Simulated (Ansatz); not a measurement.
## Ti in Ansatz: the effect of functional

Crystal: Ti.

```xyz
2
Lattice="2.9500 0.0000 0.0000 -1.4750 2.5548 0.0000 0.0000 0.0000 4.6800" Properties=species:S:1:pos:R:3 pbc="T T T"
Ti    1.4750    0.8516    3.5100
Ti    0.0000    1.7032    1.1700
```

Alike in all runs:

* Program: Ansatz 0.2.0
* Task: band structure
* Potentials or basis: Ansatz PAW
* k mesh: 6 × 6 × 3
* Occupations: fermi-dirac, width 0.05 eV
* Spin: no spin polarisation

| functional | cutoff | pressure (GPa) |
| --- | --- | --- |
| LDA | 420 eV (not typed: the program's choice for these potentials) | -9.3 |
| PBE | 420 eV (not typed: the program's choice for these potentials) | -1.0 |
| PBEsol | 420 eV (not typed: the program's choice for these potentials) | -5.2 |
| RPBE | 420 eV (not typed: the program's choice for these potentials) | ? |
| revPBE | 420 eV (not typed: the program's choice for these potentials) | 1.2 |
| BLYP | 420 eV (not typed: the program's choice for these potentials) | 1.5 |
| r2SCAN | 500 eV (not typed: the program's choice for these potentials) | -1.7 |

What does the run with functional RPBE give?

Pressure 2.1 GPa.

Caveats: all runs use coarse meshes; the PAW data sets come from PBE, with cores solved anew for the run's functional, which leaves a small shift of forces and pressure (some runs).
